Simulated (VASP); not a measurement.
**How k-mesh and precision settings change a VASP run on GaSb**

Aim: find what the k-mesh and precision settings change for GaSb, and what they cost. The atoms are off their equilibrium sites, so that forces can be compared too. The series runs use LDA. The k-mesh tried: 2 2 2; 3 3 3; 4 4 4; 6 6 6; 8 8 8; 9 9 9; 12 12 12. The precision settings tried: PREC = Low; PREC = Medium; PREC = Normal; PREC = Single; PREC = Accurate; LREAL = Auto; ADDGRID = .TRUE.; LASPH = .TRUE.. The atoms of the start are displaced at random from the sites of a F-43m cell.

Main program and level: VASP 6.6.1; LDA; plane waves and PAW (Ga_d, Sb).

Most raw output is cut from this account.

The database entry behind the starting cell differs from later determinations by our own check (about 0.4 % long), so it need not match the best structure at ambient conditions.

## Step 1: Starting point

Symmetry: Cm, No. 8, monoclinic system. That holds within 0.01 Å; VASP, at its tighter tolerance, finds 1 operation. The conventional cell has a = 7.493 Å, b = 4.326 Å, c = 4.326 Å, α = 90.00°, β = 125.26°, γ = 90.00°. Ga has 4 Sb at 2.58 to 2.70 Å nearest. Nearest to Sb lie 4 Ga at 2.58 to 2.70 Å. Farther neighbours are not listed. That group holds within 0.01 Å; judged at 0.001 Å it is P1 (No. 1).

Structure file:

```
Ga Sb
1.0
     0.00000    3.05900    3.05900
     3.05900    0.00000    3.05900
     3.05900    3.05900    0.00000
Ga Sb
1 1
Direct
  0.99950 0.99169 0.00242
  0.24713 0.25999 0.25122
```

## Step 2: K-mesh: 2 2 2

The sum over the zone converges with the mesh, fast for insulators and slowly for metals. LDA, the lowest rung, knows the local density alone.

File INCAR:

```
SYSTEM = GaSb
PREC = Accurate
ENCUT = 400
EDIFF = 1E-06
NELM = 100
ISMEAR = -1
SIGMA = 0.05
LREAL = .FALSE.
ALGO = Normal
GGA = CA
NBANDS = 15
LORBIT = 11
LWAVE = .FALSE.
LCHARG = .FALSE.
NCORE = 2
ISIF = 2
```

File POSCAR:

```
GaSb
1.0
    0.0000000000      3.0590000000      3.0590000000
    3.0590000000      0.0000000000      3.0590000000
    3.0590000000      3.0590000000      0.0000000000
Ga Sb
1 1
Direct
   -0.0005010000     -0.0083140000      0.0024200000
    0.2471310000      0.2599860000      0.2512180000
```

File KPOINTS:

```
Automatic mesh
0
Gamma
2 2 2
0 0 0
```

PAW data sets: Ga_d and Sb (PBE family, release 64).

Launch:

```sh
$ mpirun -np 2 vasp_std
```

Wall time 1.6 s (2 MPI ranks of AMD EPYC 9R45, shared host); peak memory 0.19 GiB.

The gap is read on the k-mesh alone, so it is an upper bound where the band edges lie off the mesh. Spin-orbit coupling is off here; with elements this heavy it splits and shifts levels by tenths of an eV or more. The PAW data sets were made with PBE, though LDA sets exist; this is a small mismatch.

Numbers from this step:

```
SCF cycles                     : 12
electrons                      : 18
bands                          : 15
irreducible k-points           : 8
symmetry operations            : 1
free energy (TOTEN)            : -6.285 eV
energy at zero smearing        : -6.271 eV
Fermi energy                   : 4.873 eV
pressure                       : 8.142 GPa
metallic                       : no
valence top at k               : 0, 0, 0
conduction bottom at k         : 0.5, 0.5, 0.5
least direct gap at k          : 0, 0, 0
gap on the k-mesh              : 0.08750 eV
least direct gap on the k-mesh : 0.09000 eV
```

The series starts at -3.1355 eV an atom and 8.14 GPa, after 12 cycles in 1.6 s.

## Step 3: K-mesh: 3 3 3

Changes to INCAR since step 2:

```diff
@@ -14,3 +14,3 @@
 LCHARG = .FALSE.
-NCORE = 2
+KPAR = 2
 ISIF = 2
```

POSCAR is that of step 2.

File KPOINTS:

```
Automatic mesh
0
Gamma
3 3 3
0 0 0
```

Launch:

```sh
$ mpirun -np 2 vasp_std
```

It took 2.6 s on 2 MPI ranks; peak memory 0.22 GiB.

Against the run before the energy moves by -898.61 meV an atom and the pressure by -7.38 GPa, after 12 cycles in 2.6 s.

## Step 4: K-mesh: 4 4 4

INCAR is that of step 3.

POSCAR is that of step 3.

File KPOINTS:

```
Automatic mesh
0
Gamma
4 4 4
0 0 0
```

Launch:

```sh
$ mpirun -np 2 vasp_std
```

The job ended after 5.2 s (2 MPI ranks; peak memory 0.24 GiB; 9.5 s of CPU time).

Against the run before the energy moves by -206.90 meV an atom and the pressure by -1.52 GPa, after 12 cycles in 5.2 s.

## Step 5: K-mesh: 6 6 6

INCAR is that of step 4.

POSCAR is that of step 4.

File KPOINTS:

```
Automatic mesh
0
Gamma
6 6 6
0 0 0
```

Launch:

```sh
$ mpirun -np 2 vasp_std
```

Wall time 14 s (2 MPI ranks); peak memory 0.32 GiB; 26 s of CPU time.

Against the run before the energy moves by -84.50 meV an atom and the pressure by -0.65 GPa, after 12 cycles in 14 s.

## Step 6: K-mesh: 8 8 8

INCAR is that of step 5.

POSCAR is that of step 5.

File KPOINTS:

```
Automatic mesh
0
Gamma
8 8 8
0 0 0
```

Launch:

```sh
$ mpirun -np 2 vasp_std
```

Elapsed: 30 s, on 2 MPI ranks; peak memory 0.47 GiB; 59 s of CPU time.

Against the run before the energy moves by -12.66 meV an atom and the pressure by -0.09 GPa, after 12 cycles in 30 s.

## Step 7: K-mesh: 9 9 9

INCAR is that of step 6.

POSCAR is that of step 6.

File KPOINTS:

```
Automatic mesh
0
Gamma
9 9 9
0 0 0
```

Launch:

```sh
$ mpirun -np 2 vasp_std
```

Elapsed: 42 s, on 2 MPI ranks; peak memory 0.59 GiB.

Against the run before the energy moves by -1.83 meV an atom and the pressure by -0.01 GPa, after 12 cycles in 42 s.

## Step 8: K-mesh: 12 12 12

INCAR is that of step 7.

POSCAR is that of step 7.

File KPOINTS:

```
Automatic mesh
0
Gamma
12 12 12
0 0 0
```

Launch:

```sh
$ mpirun -np 2 vasp_std
```

Elapsed: 98 s, on 2 MPI ranks; peak memory 1.1 GiB.

Against the run before the energy moves by -1.69 meV an atom and the pressure by -0.01 GPa, after 12 cycles in 98 s.

## Step 9: The k-mesh series as a table

This step: convergence of LDA results with the mesh; plane waves and PAW (VASP 6.6.1).

This step runs nothing: it gathers the runs above.

Differences are taken from the run with 12 12 12. Results of the series, by row:

```csv
setting,status,energy less the reference (meV/atom),pressure (GPa),largest force difference (meV/Å),gap (eV),SCF cycles,wall time (s)
2 2 2,converged,1206,8.142,428.4,0.0875,12,1.6
3 3 3,converged,307.6,0.7573,92.17,0.1324,12,2.6
4 4 4,converged,100.7,-0.7607,46.18,0.1293,12,5.2
6 6 6,converged,16.18,-1.412,10.22,0.1411,12,13.8
8 8 8,converged,3.524,-1.499,2.612,0.144,12,30
9 9 9,converged,1.695,-1.508,1.453,0.1584,12,42
12 12 12,converged,0,-1.516,0,0.1385,12,98
```

## Step 10: Precision settings: PREC = Low

This step: LDA; plane waves and PAW (Ga_d, Sb) (VASP 6.6.1).

PREC sets the FFT grids, and LREAL, ADDGRID and LASPH trade speed for accuracy.

Changes to INCAR since step 8:

```diff
@@ -1,3 +1,3 @@
 SYSTEM = GaSb
-PREC = Accurate
+PREC = Low
 ENCUT = 400
```

POSCAR is that of step 8.

File KPOINTS:

```
Automatic mesh
0
Gamma
6 6 6
0 0 0
```

Launch:

```sh
$ mpirun -np 2 vasp_std
```

Elapsed: 9 s, on 2 MPI ranks; peak memory 0.27 GiB.

Numbers from this step:

- irreducible k-points: 112
- free energy (TOTEN): -8.652 eV
- energy at zero smearing: -8.651 eV
- Fermi energy: 4.670 eV
- pressure: -1.467 GPa
- valence top at k: 0, 0, 0
- gap on the k-mesh: 0.1412 eV
- least direct gap on the k-mesh: 0.1562 eV

The series starts at -4.3257 eV an atom and -1.47 GPa, after 12 cycles in 9 s.

## Step 11: Precision settings: PREC = Medium

Changes to INCAR since step 10:

```diff
@@ -1,3 +1,3 @@
 SYSTEM = GaSb
-PREC = Low
+PREC = Medium
 ENCUT = 400
```

POSCAR is that of step 10.

KPOINTS is that of step 10.

Launch:

```sh
$ mpirun -np 2 vasp_std
```

Elapsed: 9 s, on 2 MPI ranks; peak memory 0.28 GiB; 17 s of CPU time.

Against the first of the series the energy moves by +0.03 meV an atom and the pressure by +0.06 GPa, after 12 cycles in 9 s.

## Step 12: Precision settings: PREC = Normal

Changes to INCAR since step 11:

```diff
@@ -1,3 +1,3 @@
 SYSTEM = GaSb
-PREC = Medium
+PREC = Normal
 ENCUT = 400
```

POSCAR is that of step 11.

KPOINTS is that of step 11.

Launch:

```sh
$ mpirun -np 2 vasp_std
```

Run time: 9 s. Hardware: 2 MPI ranks; peak memory 0.3 GiB.

Against the first of the series the energy moves by +0.09 meV an atom and the pressure by +0.06 GPa, after 12 cycles in 9 s.

## Step 13: Precision settings: PREC = Single

Changes to INCAR since step 12:

```diff
@@ -1,3 +1,3 @@
 SYSTEM = GaSb
-PREC = Normal
+PREC = Single
 ENCUT = 400
```

POSCAR is that of step 12.

KPOINTS is that of step 12.

Launch:

```sh
$ mpirun -np 2 vasp_std
```

It took 13 s on 2 MPI ranks; peak memory 0.28 GiB; 26 s of CPU time.

Against the first of the series the energy moves by -0.09 meV an atom and the pressure by +0.04 GPa, after 12 cycles in 13 s.

## Step 14: Precision settings: PREC = Accurate

Changes to INCAR since step 13:

```diff
@@ -1,3 +1,3 @@
 SYSTEM = GaSb
-PREC = Single
+PREC = Accurate
 ENCUT = 400
```

POSCAR is that of step 13.

KPOINTS is that of step 13.

Launch:

```sh
$ mpirun -np 2 vasp_std
```

Elapsed: 14 s, on 2 MPI ranks; peak memory 0.32 GiB.

Against the first of the series the energy moves by +0.12 meV an atom and the pressure by +0.06 GPa, after 12 cycles in 14 s.

## Step 15: Precision settings: LREAL = Auto

Changes to INCAR since step 14:

```diff
@@ -7,3 +7,3 @@
 SIGMA = 0.05
-LREAL = .FALSE.
+LREAL = Auto
 ALGO = Normal
```

POSCAR is that of step 14.

KPOINTS is that of step 14.

Launch:

```sh
$ mpirun -np 2 vasp_std
```

The job ended after 21 s (2 MPI ranks; peak memory 0.28 GiB).

Against PREC = Accurate, on which this run builds, the energy moves by -0.44 meV an atom and the pressure by +0.01 GPa, after 12 cycles in 21 s.

## Step 16: Precision settings: ADDGRID on

Changes to INCAR since step 15:

```diff
@@ -7,3 +7,3 @@
 SIGMA = 0.05
-LREAL = Auto
+LREAL = .FALSE.
 ALGO = Normal
@@ -16 +16,2 @@
 ISIF = 2
+ADDGRID = .TRUE.
```

POSCAR is that of step 15.

KPOINTS is that of step 15.

Launch:

```sh
$ mpirun -np 2 vasp_std
```

The job ended after 15 s (2 MPI ranks; peak memory 0.46 GiB).

Against PREC = Accurate, on which this run builds, the energy stays within 0.01 meV an atom and the pressure within 0.01 GPa, after 12 cycles in 15 s.

## Step 17: Precision settings: LASPH on

Changes to INCAR since step 16:

```diff
@@ -16,2 +16,2 @@
 ISIF = 2
-ADDGRID = .TRUE.
+LASPH = .TRUE.
```

POSCAR is that of step 16.

KPOINTS is that of step 16.

Launch:

```sh
$ mpirun -np 2 vasp_std
```

Wall time 14 s (2 MPI ranks); peak memory 0.32 GiB; 26 s of CPU time.

Against PREC = Accurate, on which this run builds, the energy stays within 0.01 meV an atom and the pressure within 0.01 GPa, after 12 cycles in 14 s.

## Step 18: The precision settings series as a table

This step: convergence of LDA results with the precision; plane waves and PAW (VASP 6.6.1).

This step runs nothing: it gathers the runs above.

Differences are taken from the run with PREC = Normal. Results of the series, by row:

```csv
setting,status,energy less the reference (meV/atom),pressure (GPa),largest force difference (meV/Å),gap (eV),SCF cycles,wall time (s)
PREC = Low,converged,-0.0922,-1.468,1.969,0.1412,12,9
PREC = Medium,converged,-0.06323,-1.41,3.732,0.1411,12,9
PREC = Normal,converged,0,-1.412,0,0.1411,12,9
PREC = Single,converged,-0.1862,-1.427,8.197,0.1411,12,13.4
PREC = Accurate,converged,0.02611,-1.412,0.411,0.1411,12,13.6
LREAL = Auto,converged,-0.4158,-1.405,4.391,0.1411,12,21
ADDGRID = .TRUE.,converged,0.02787,-1.412,0.224,0.1411,12,15.2
LASPH = .TRUE.,converged,0.02564,-1.412,0.404,0.1411,12,13.6
```

## Step 19: Outcome

```yaml
k_mesh_from_which_the_energy_stays_within_10_mev_atom_of_the_reference: 8 8 8
k_mesh_from_which_the_energy_stays_within_1_mev_atom_of_the_reference: none before the reference itself
k_mesh_from_which_the_pressure_stays_within_0p2_gpa_of_the_reference: 6 6 6
spread_of_the_pressure_over_the_k_mesh: 9.66 GPa
spread_of_the_energy_over_the_k_mesh: 1206 meV/atom
spread_of_the_pressure_over_the_precision_settings: 0.0624 GPa
spread_of_the_energy_over_the_precision_settings: 0.444 meV/atom
```

**Reading.** No run before the reference (12 12 12) settles within 1 meV an atom of it; the nearest step is off by +1.7 meV an atom, +0.01 GPa, 1.5 meV/Å in forces. The pressure holds within 0.2 GPa from 6 6 6 on. Among the precision settings, LREAL = Auto moves the energy most against PREC = Accurate (-0.4 meV an atom), and PREC = Low the pressure (-0.06 GPa). The fastest converged run is PREC = Low, at 9 s against 14 s; on a shared host such times are rough. LREAL = Auto is slower here: projection in real space pays only in large cells. LASPH acts on gradient terms inside the spheres, which LDA lacks, so this test can't show its weight. Differences are taken from the run with 12 12 12, which is itself not the exact limit. The runs at 2 2 2; 3 3 3; 4 4 4 are over 30 meV an atom or 2 GPa off and describe the material poorly.

[Lines on the potential files, build, host, timing and source positions are cut from VASP's logs without a mark.]

[Logs are printed without paths, hosts, clocks, repeated set-up lines and the standing remarks that a program may print on its own settings, such as how far it seeks lower states.]

[Hosts, paths, dates, database ids (printed as entryN), source tags and the programs' standing remarks are cut or masked in the printed files.]

[A measured line is paired with the nearest computed mode of its activity, which favours agreement.]

[In band tables of VASP the shares of atoms and orbitals are scaled to a sum of 1 inside the atoms' spheres.]
